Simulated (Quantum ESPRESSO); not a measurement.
The system is Fe.

```
Fe
1.0
    -1.44300    1.44300    1.44300
     1.44300   -1.44300    1.44300
     1.44300    1.44300   -1.44300
Fe
1
Direct
  0.00000 0.00000 0.00000
```

Base run:

| Item | Value |
| --- | --- |
| Program | Quantum ESPRESSO 7.5 |
| Functional | LDA |
| Potentials or basis | SG15 PBE 1.2 |
| Cutoff | 952 eV |
| Density cutoff | 3810 eV |
| k mesh | 13 × 13 × 13 |
| Occupations | fermi-dirac, width 0.05 eV |
| Spin | collinear spin, ferromagnetic start |
| Starting moments | [3.0] μB |

Its results: band gap on the k mesh none (metal or under the smearing width); net moment 2.19 μB per cell; site moments Fe +2.22 μB.

Q: The run is repeated on the same cell with these changes: functional from LDA to r2SCAN; k mesh from 13 × 13 × 13 to 10 × 10 × 10. What comes out?

A: Band gap on the k mesh none (metal or under the smearing width); net moment 2.81 μB per cell; site moments Fe +2.99 μB.

Several settings changed at once, so the effect can't be laid on one alone.
